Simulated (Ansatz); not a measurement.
# BN: the cost of one run

Program: Ansatz 0.2.0. Level of theory: DFT PBE, scalar-relativistic, plane waves, PAW. These are calculated values, not measurements.

### Step 1. The system as given

It takes space group R3m (No. 160, trigonal). Conventional cell: a = 2.502 Å, b = 2.502 Å, c = 10.119 Å, α = 90.00°, β = 90.00°, γ = 120.00°. B (site symmetry 3m) has 3 N at 1.44 Å in its first shell of neighbours. N (site symmetry 3m) has 3 B at 1.44 Å in its first shell of neighbours.

Structure file:

```xyz
64
Lattice="-5.0045 -2.8893 6.7459 5.0045 -2.8893 6.7459 0.0000 5.7787 6.7459" Properties=species:S:1:pos:R:3 pbc="T T T"
B    -2.5022   -1.4447   13.4884
B     2.5022    0.0000   10.1155
B     1.2511    2.1670   10.1155
B     0.0000    0.0000   10.1155
B     0.0000   -1.4447   13.4884
B     0.0000   -2.8893   16.8614
B     0.0000    1.4447    6.7426
B    -1.2511    0.7223   13.4884
B    -1.2511   -0.7223   16.8614
B     3.7534    0.7223   13.4884
B    -2.5022    1.4447   16.8614
B     2.5022    2.8893   13.4884
B     1.2511   -0.7223    6.7426
B     2.5022   -1.4447   13.4884
B    -2.5022    0.0000   10.1155
B     1.2511    0.7223   13.4884
B     1.2511   -0.7223   16.8614
B    -3.7534    0.7223   13.4884
B     0.0000    2.8893   13.4884
B     0.0000    1.4447   16.8614
B     0.0000    0.0000   20.2343
B     0.0000    4.3340   10.1155
B    -1.2511   -2.1670   10.1155
B    -1.2511   -3.6117   13.4884
B     3.7534   -2.1670   10.1155
B    -1.2511    2.1670   10.1155
B     2.5022    1.4447   16.8614
B    -2.5022    2.8893   13.4884
B     1.2511   -2.1670   10.1155
B     1.2511   -3.6117   13.4884
B    -3.7534   -2.1670   10.1155
B    -1.2511   -0.7223    6.7426
N    -2.5022   -1.4447    6.7401
N    -2.5022   -2.8893   10.1130
N    -3.7534   -0.7223   10.1130
N     0.0000    0.0000    3.3672
N     0.0000   -1.4447    6.7401
N     0.0000   -2.8893   10.1130
N     0.0000   -4.3340   13.4860
N    -1.2511    0.7223    6.7401
N    -1.2511   -0.7223   10.1130
N    -1.2511   -2.1670   13.4860
N    -2.5022    1.4447   10.1130
N    -2.5022    0.0000   13.4860
N    -3.7534    2.1670   13.4860
N     2.5022   -1.4447    6.7401
N     2.5022   -2.8893   10.1130
N     1.2511    0.7223    6.7401
N     1.2511   -0.7223   10.1130
N     1.2511   -2.1670   13.4860
N     0.0000    2.8893    6.7401
N     0.0000    1.4447   10.1130
N     0.0000    0.0000   13.4860
N     0.0000   -1.4447   16.8589
N    -1.2511    3.6117   10.1130
N    -1.2511    2.1670   13.4860
N    -1.2511    0.7223   16.8589
N     3.7534   -0.7223   10.1130
N     2.5022    1.4447   10.1130
N     2.5022    0.0000   13.4860
N     1.2511    3.6117   10.1130
N     1.2511    2.1670   13.4860
N     1.2511    0.7223   16.8589
N     3.7534    2.1670   13.4860
```

The runs take a perfect supercell of 64 atoms; the defect goes to fractional position (1.000, 0.500, 0.500).

### Step 2. The perfect supercell

Input file input.yaml:

```yaml
crystal:
  lattice:
    - [-5.004487, -2.889342, 6.745869]
    - [5.004487, -2.889342, 6.745869]
    - [0.0, 5.778684, 6.745869]
  atoms:
    - { symbol: B, position: [0.999836, 0.499836, 0.499836] }
    - { symbol: B, position: [0.249836, 0.749836, 0.499836] }
    - { symbol: B, position: [0.249836, 0.499836, 0.749836] }
    - { symbol: B, position: [0.499836, 0.499836, 0.499836] }
    - { symbol: B, position: [0.749836, 0.749836, 0.499836] }
    - { symbol: B, position: [0.999836, 0.999836, 0.499836] }
    - { symbol: B, position: [0.249836, 0.249836, 0.499836] }
    - { symbol: B, position: [0.749836, 0.499836, 0.749836] }
    - { symbol: B, position: [0.999836, 0.749836, 0.749836] }
    - { symbol: B, position: [0.249836, 0.999836, 0.749836] }
    - { symbol: B, position: [0.999836, 0.499836, 0.999836] }
    - { symbol: B, position: [0.249836, 0.749836, 0.999836] }
    - { symbol: B, position: [0.249836, 0.499836, 0.249836] }
    - { symbol: B, position: [0.499836, 0.999836, 0.499836] }
    - { symbol: B, position: [0.749836, 0.249836, 0.499836] }
    - { symbol: B, position: [0.499836, 0.749836, 0.749836] }
    - { symbol: B, position: [0.749836, 0.999836, 0.749836] }
    - { symbol: B, position: [0.999836, 0.249836, 0.749836] }
    - { symbol: B, position: [0.499836, 0.499836, 0.999836] }
    - { symbol: B, position: [0.749836, 0.749836, 0.999836] }
    - { symbol: B, position: [0.999836, 0.999836, 0.999836] }
    - { symbol: B, position: [0.249836, 0.249836, 0.999836] }
    - { symbol: B, position: [0.749836, 0.499836, 0.249836] }
    - { symbol: B, position: [0.999836, 0.749836, 0.249836] }
    - { symbol: B, position: [0.249836, 0.999836, 0.249836] }
    - { symbol: B, position: [0.499836, 0.249836, 0.749836] }
    - { symbol: B, position: [0.499836, 0.999836, 0.999836] }
    - { symbol: B, position: [0.749836, 0.249836, 0.999836] }
    - { symbol: B, position: [0.499836, 0.749836, 0.249836] }
    - { symbol: B, position: [0.749836, 0.999836, 0.249836] }
    - { symbol: B, position: [0.999836, 0.249836, 0.249836] }
    - { symbol: B, position: [0.499836, 0.249836, 0.249836] }
    - { symbol: "N", position: [0.666381, 0.166381, 0.166381] }
    - { symbol: "N", position: [0.916381, 0.416381, 0.166381] }
    - { symbol: "N", position: [0.916381, 0.166381, 0.416381] }
    - { symbol: "N", position: [0.166381, 0.166381, 0.166381] }
    - { symbol: "N", position: [0.416381, 0.416381, 0.166381] }
    - { symbol: "N", position: [0.666381, 0.666381, 0.166381] }
    - { symbol: "N", position: [0.916381, 0.916381, 0.166381] }
    - { symbol: "N", position: [0.416381, 0.166381, 0.416381] }
    - { symbol: "N", position: [0.666381, 0.416381, 0.416381] }
    - { symbol: "N", position: [0.916381, 0.666381, 0.416381] }
    - { symbol: "N", position: [0.666381, 0.166381, 0.666381] }
    - { symbol: "N", position: [0.916381, 0.416381, 0.666381] }
    - { symbol: "N", position: [0.916381, 0.166381, 0.916381] }
    - { symbol: "N", position: [0.166381, 0.666381, 0.166381] }
    - { symbol: "N", position: [0.416381, 0.916381, 0.166381] }
    - { symbol: "N", position: [0.166381, 0.416381, 0.416381] }
    - { symbol: "N", position: [0.416381, 0.666381, 0.416381] }
    - { symbol: "N", position: [0.666381, 0.916381, 0.416381] }
    - { symbol: "N", position: [0.166381, 0.166381, 0.666381] }
    - { symbol: "N", position: [0.416381, 0.416381, 0.666381] }
    - { symbol: "N", position: [0.666381, 0.666381, 0.666381] }
    - { symbol: "N", position: [0.916381, 0.916381, 0.666381] }
    - { symbol: "N", position: [0.416381, 0.166381, 0.916381] }
    - { symbol: "N", position: [0.666381, 0.416381, 0.916381] }
    - { symbol: "N", position: [0.916381, 0.666381, 0.916381] }
    - { symbol: "N", position: [0.166381, 0.916381, 0.416381] }
    - { symbol: "N", position: [0.166381, 0.666381, 0.666381] }
    - { symbol: "N", position: [0.416381, 0.916381, 0.666381] }
    - { symbol: "N", position: [0.166381, 0.416381, 0.916381] }
    - { symbol: "N", position: [0.416381, 0.666381, 0.916381] }
    - { symbol: "N", position: [0.666381, 0.916381, 0.916381] }
    - { symbol: "N", position: [0.166381, 0.916381, 0.916381] }
basis:
  ecutwfc: 420
  fft_grid_basis: typed
kpoints:
  mp_grid: { grid: [3, 3, 3] }
hamiltonian:
  xc: pbe
  pseudopotentials: { kind: paw }
scf:
  occupations: { method: gaussian, width: 0.05 }
output:
  forces: true
  stress: false
  eigenvalues: true
  bader: false
  write_density: true
  volumetric_format: npy
```

Started as:

```bash
$ ansatz run input.yaml --threads 4 --pin off --max-ram 10240MiB --backend cpu --events-out ev --progress --plain --runs-dir out
```

What time and memory should one allow on 4 threads of Arm Neoverse N1, shared host?

About 25 s, with a peak of 2.3 GiB.
